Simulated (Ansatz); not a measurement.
## Al: single point with revPBE+D4

The system is Al.

```
CELL_PARAMETERS angstrom
0.00000 1.99744 1.99744
1.99744 0.00000 1.99744
1.99744 1.99744 0.00000
ATOMIC_POSITIONS crystal
Al 0.00000 0.00000 0.00000
```

The cell isn't the ideal one: volume scaled by 0.96.

```
Program             : Ansatz 0.2.0
Task                : single point
Functional          : revPBE
Dispersion          : D4
Potentials or basis : all-electron PAW datasets made for the crystal
Cutoff              : 140 eV (chosen from the basis error)
k mesh              : 11 × 11 × 11
Occupations         : fermi-dirac, width 0.1 eV
Spin                : collinear spin, program default start, total moment locked
Fixed moment        : 0 μB
```

The absolute moment is 0.00 μB per cell.

Wall time 4 s on 1 thread of Arm Neoverse V2, with other jobs on the host, peak memory 0.29 GiB.

Caveat: the total moment is fixed, so each spin has its own Fermi level.
